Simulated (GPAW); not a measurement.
Input of a GPAW 26.7.0 run:

The input run.py:

```python
import numpy as np
from ase.dft.bandgap import bandgap
from ase.io import read, write
from gpaw import GPAW, PW
from gpaw.response.df import DielectricFunction

atoms = read('GaN.xyz')

calc = GPAW(mode=PW(600),
            xc='PBE',
            kpts={'size': (8, 8, 4), 'gamma': True},
            occupations={'name': 'fermi-dirac', 'width': 0.001},
            nbands=18,
            convergence={'density': 1e-06},
            maxiter=150,
            txt='gpaw.txt')
atoms.calc = calc
energy = atoms.get_potential_energy()
calc.write('gs.gpw')
write('result.traj', atoms)
print(f'Energy: {energy:.6f} eV')
print('Fermi level:', round(calc.get_fermi_level(), 4), 'eV')
print(f'Gap: {bandgap(calc)[0]:.4f} eV, direct: {bandgap(calc, direct=True)[0]:.4f} eV')

for size in [(15, 15, 8)]:
    name = 'x'.join(str(n) for n in size)
    dense = calc.fixed_density(kpts={'size': size, 'gamma': True},
                               nbands=54, convergence={'bands': 48, 'eigenstates': 1e-7},
                               update_fermi_level=True, txt=f'dense-{name}.txt')
    dense.write(f'{name}.gpw', mode='all')
    df = DielectricFunction(f'{name}.gpw', frequencies=np.array([0.0]), hilbert=False, eta=0.001,
                            ecut=80, nbands=48, intraband=False, txt=f'df-{name}.txt')
    for xc in ['RPA']:
        for direction in ['x', 'y', 'z', [0, 1, 1], [1, 0, 1], [1, 1, 0]]:
            e0, e = df.get_macroscopic_dielectric_constant(xc=xc, direction=direction)
            print(f'{name} {xc} {direction}: {e0:.4f} without, {e:.4f} with local fields')
```

GaN.xyz

```xyz
4
Lattice="3.1150838257 0.0000000000 0.0000000000 -1.5575419129 2.6977417280 0.0000000000 0.0000000000 0.0000000000 5.0605418376" Properties=species:S:1:pos:R:3 pbc="T T T"
Ga     1.5575419130      0.8992472426      2.5302709188
Ga    -0.0000000002      1.7984944854      0.0000000000
N      1.5575419130      0.8992472426      4.4279741079
N     -0.0000000002      1.7984944854      1.8977031891
```

Potentials or basis: GPAW PAW data sets (gpaw-data 1.2.1), pw.

The run is started by

```bash
$ OMP_NUM_THREADS=1 python run.py
```

Problem. Predict the electronic dielectric tensor (diagonal).

Solution. 5.09, 5.09, 5.18.

Problem. Predict the band gap on the k mesh.

Solution. 2.49 eV, direct.

Electronic dielectric tensor:
```
5.09 0.00 0.00
0.00 5.09 0.00
0.00 0.00 5.18
```

Caveat: the long-wavelength limit can be off by a per cent or two; an odd mesh through Γ misses points on the zone boundary, where band edges often lie.

**Experimental background.**

From “Studying electronic properties in GaN without electrical contacts using γ-γ vs e−-γ Perturbed Angular Correlations”, 2019, pmc:6823545, for a bulk crystal of GaN: band gap 3.503 ± 0.005 eV (direct).

A measured gap of GaN is 3.503 eV (direct; quoted in “Studying electronic properties in GaN without electrical contacts using γ-γ vs e−-γ Perturbed Angular Correlations”, 2019, pmc:6823545); the calculated 2.49 eV misses it by -1.02 eV. Spin-orbit coupling on Ga is left out. The value is that of PBE on a finite k mesh, which can miss the band edges, without temperature or zero-point motion. Semilocal functionals fall short of measured gaps as a rule.
